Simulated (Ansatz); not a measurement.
Relaxed bulk CuO:

```
Cu O
1.0
     2.08300   -2.08045    0.16633
     2.08300    2.08045    0.16633
    -0.41023    0.00000    5.13497
Cu O
2 2
Direct
  0.99425 0.49425 0.00185
  0.49425 0.99425 0.50185
  0.49426 0.49424 0.25185
  0.49424 0.49426 0.75185
```

Miller indices refer to the conventional cell of Cccm (No. 66), a = 4.161 Å, b = 4.179 Å, c = 5.151 Å, α = 90.00°, β = 90.00°, γ = 90.00°.

The (001) slab of 12 planes, 14.2 Å thick with 15 Å of vacuum as cut; outer planes O (top) and Cu (bottom).

Computed with Ansatz, DFT PBE, scalar-relativistic, plane waves, PAW. Cutoff 420 eV; k points 12×12×1 on the computed 12-atom cell (Γ-centred); Gaussian smearing, width 0.10 eV; no spin polarisation. The cell repeats along c with a dipole correction in the vacuum.

With the atoms at the bulk's places:

| Quantity | Value |
| --- | --- |
| Surface energy (mean of both faces) | 2.52 J/m² |
| Work function | 8.47 eV (top), 4.64 eV (bottom) |
| Dipole of the slab along +c, per cell | -0.18 e·Å |

(1) What changes when all atoms relax within this surface cell and its symmetry?

Spin polarisation was left out, and a magnetic state may lie lower.

Results:

(1) The energy falls by 0.235 J/m² a face, and the largest move is 0.18 Å.

```
Surface energy (mean of both faces)   : 2.28 J/m²
Work function                         : 8.24 eV (top), 4.51 eV (bottom)
Dipole of the slab along +c, per cell : -0.18 e·Å
```

| plane (bottom to top) | atoms | spacing to next, bulk (Å) | relaxed (Å) | change (%) |
| --- | --- | --- | --- | --- |
| 1 | Cu | 1.288 | 1.180 | -8.4 |
| 2 | O | 1.288 | 1.289 | +0.1 |
| 3 | Cu | 1.288 | 1.294 | +0.5 |
| 4 | O | 1.288 | 1.282 | -0.4 |
| 5 | Cu | 1.288 | 1.286 | -0.2 |
| 6 | O | 1.288 | 1.295 | +0.5 |
| 7 | Cu | 1.288 | 1.284 | -0.3 |
| 8 | O | 1.288 | 1.284 | -0.3 |
| 9 | Cu | 1.288 | 1.285 | -0.2 |
| 10 | O | 1.288 | 1.287 | 0.0 |
| 11 | Cu | 1.288 | 1.108 | -13.9 |
| 12 | O |  |  |  |

The reference crystal is a form of CuO, which isn't its usual structure.